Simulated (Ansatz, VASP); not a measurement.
Two plane-wave programs on Te2Pt (Moncheite)

INCAR

```
SYSTEM = Te2Pt
ALGO     = Fast           ! electronic algorithm
EDIFF    = 1E-7           ! SCF threshold, eV
EDIFFG   = -0.001         ! ionic threshold
ENCUT    = 600            ! plane-wave cutoff, eV
GGA      = PE             ! functional
IBRION   = 2              ! ionic algorithm
ISIF     = 3              ! what is computed and relaxed
ISMEAR   = -1             ! smearing method
IVDW     = 12             ! dispersion correction
LASPH    = .True.         ! aspherical terms in the spheres
LCHARG   = .False.        ! write CHGCAR
LREAL    = .False.        ! projectors in reciprocal space
LWAVE    = .False.        ! write WAVECAR
NELM     = 100            ! most SCF steps
NSW      = 80             ! ionic steps
PREC     = Accurate       ! precision mode
SIGMA    = 0.15           ! smearing width, eV
```

File KPOINTS:

```
k-points
0
Gamma
  12 12 8
  0 0 0
```

POSCAR

```
Te2Pt
1.0
    4.0520213427      0.0000000000      0.0000000000
   -2.0260106713      3.5091534195      0.0000000000
    0.0000000000      0.0000000000      5.0939376496
Te Pt
2 1
Direct
    0.3333333333      0.6666666667      0.2671490266
    0.6666666667      0.3333333333      0.7328509734
    0.0000000000      0.0000000000      0.0000000000
```

Input for Ansatz:

```yaml
crystal:
  lattice:
    - [4.0520213427, 0.0, 0.0]
    - [-2.0260106713, 3.5091534195, 0.0]
    - [0.0, 0.0, 5.0939376496]
  atoms:
    - { symbol: Te, position: [0.3333333333, 0.6666666667, 0.2671490266] }
    - { symbol: Te, position: [0.6666666667, 0.3333333333, 0.7328509734] }
    - { symbol: Pt, position: [0.0, 0.0, 0.0] }
basis:
  ecutwfc: 420
kpoints:
  mp_grid: { grid: [12, 12, 8] }
hamiltonian:
  xc: pbe
  dispersion: d3bj
scf:
  occupations: { method: fermi_dirac, width: 0.15 }
output:
  forces: true
  stress: true
  eigenvalues: true
relax:
  adjacent_minimum: "off"
  f_tol: 0.001
  max_steps: 60
  cell: { stress_tol: 0.01 }
```

Alike in both runs: task relaxation of cell and atoms; functional PBE; dispersion D3(BJ); k mesh 12 × 12 × 8; occupations fermi-dirac, width 0.15 eV; no spin polarisation.

```csv
,VASP,Ansatz
version,VASP 6.6.1,Ansatz 0.2.0
potentials or method,"VASP PAW PBE potentials, release 64 (Te, Pt)","scalar-relativistic, plane waves, PAW"
plane-wave cutoff (eV),600,420
valence electrons in the cell,22,50
```

Ansatz gave:

```
gap on the k mesh at the Fermi level, each at its own relaxed structure (eV) : none
relaxed volume (Å³/atom)                                                     : 24.17
relaxed cell length with the largest relative difference (Å)                 : 5.100
```

**Question.** Which values does VASP return?

**Answer.** gap on the k mesh at the Fermi level, each at its own relaxed structure (eV): none; relaxed volume (Å³/atom): 24.12; relaxed cell length with the largest relative difference (Å): 5.095.

A gap of «none» marks a metal or a gap that the smearing closes. The two sets of potentials don't hold the same shells in valence.

Caveats: pairwise dispersion overbinds metals, which lowers pressure and volume. Spin-orbit coupling is left out, which matters for the levels of Pt, Te.
